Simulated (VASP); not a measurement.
Set up this calculation in VASP 6.6.1, as the native input.

```
Task                               : single point
Functional                         : HSE06
Potentials or basis                : VASP PAW PBE potentials, release 64 (Ga_d, As)
Cutoff                             : 520 eV
k mesh                             : 6 × 6 × 6
Occupations                        : gaussian, width 0.02 eV
Spin                               : no spin polarisation
Grid for exact exchange (PRECFOCK) : Fast
Screening parameter                : 0.2 1/A
Further INCAR settings             : ALGO = Normal; EDIFF = 1e-06; NBANDS = 16
```

GaAs:

```
Ga As
1.0
     0.00000    2.89097    2.89097
     2.89097    0.00000    2.89097
     2.89097    2.89097    0.00000
Ga As
1 1
Direct
  0.00000 0.00000 0.00000
  0.25000 0.25000 0.25000
```

The cell was built by a generator and isn't the measured one.

One way to write it, as run:

POSCAR

```
GaAs
1.0
    0.0000000000      2.8909699827      2.8909699827
    2.8909699827      0.0000000000      2.8909699827
    2.8909699827      2.8909699827      0.0000000000
Ga As
1 1
Direct
    0.0000000000      0.0000000000      0.0000000000
    0.2500000000      0.2500000000      0.2500000000
```

INCAR.step1

```
SYSTEM = GaAs
PREC     = Accurate       ! precision mode
ENCUT    = 520            ! plane-wave cutoff, eV
EDIFF    = 1E-5           ! SCF threshold, eV
ISMEAR   = 0              ! smearing method
SIGMA    = 0.02           ! smearing width, eV
LREAL    = .FALSE.        ! projectors in reciprocal space
LASPH    = .TRUE.         ! aspherical terms in the spheres
NELM     = 80             ! most SCF steps
ALGO     = Normal         ! electronic algorithm
ISIF     = 2              ! what is computed and relaxed
LWAVE    = .TRUE.         ! write WAVECAR
LCHARG   = .FALSE.        ! write CHGCAR
NBANDS   = 16             ! bands
GGA      = PE             ! functional
```

INCAR.step2

```
SYSTEM = GaAs
PREC     = Accurate       ! precision mode
ENCUT    = 520            ! plane-wave cutoff, eV
EDIFF    = 1E-6           ! SCF threshold, eV
ISMEAR   = 0              ! smearing method
SIGMA    = 0.02           ! smearing width, eV
LREAL    = .FALSE.        ! projectors in reciprocal space
LASPH    = .TRUE.         ! aspherical terms in the spheres
NELM     = 80             ! most SCF steps
ALGO     = Normal         ! electronic algorithm
ISIF     = 2              ! what is computed and relaxed
LWAVE    = .FALSE.        ! write WAVECAR
LCHARG   = .FALSE.        ! write CHGCAR
GGA      = PE             ! functional
LHFCALC  = .TRUE.         ! exact exchange
HFSCREEN = 0.2            ! screening, 1/A
PRECFOCK = Fast         
NBANDS   = 16             ! bands
ISTART   = 1
```

KPOINTS

```
regular mesh
0
G
  6 6 6
  0 0 0
```

Potentials or basis: VASP PAW PBE potentials, release 64 (Ga_d, As).

The run is started by

```console
$ cat potpaw_PBE.64/Ga_d/POTCAR potpaw_PBE.64/As/POTCAR > POTCAR
$ cp INCAR.step1 INCAR
$ mpirun -np 1 vasp_std > vasp.out
$ cp INCAR.step2 INCAR
$ mpirun -np 1 vasp_std > vasp.out
```

Results of the run:

| Property | Result |
| --- | --- |
| Pressure | -3.5 GPa |
| Band gap on the k mesh | 0.86 eV, direct |

Caveat: the PAW data sets were made with another functional, which shifts forces and pressure a little.

Wall time 18 min on 1 thread of Intel(R) Xeon(R) Platinum 8559C (Emerald Rapids) (shared host), peak memory 0.29 GiB.
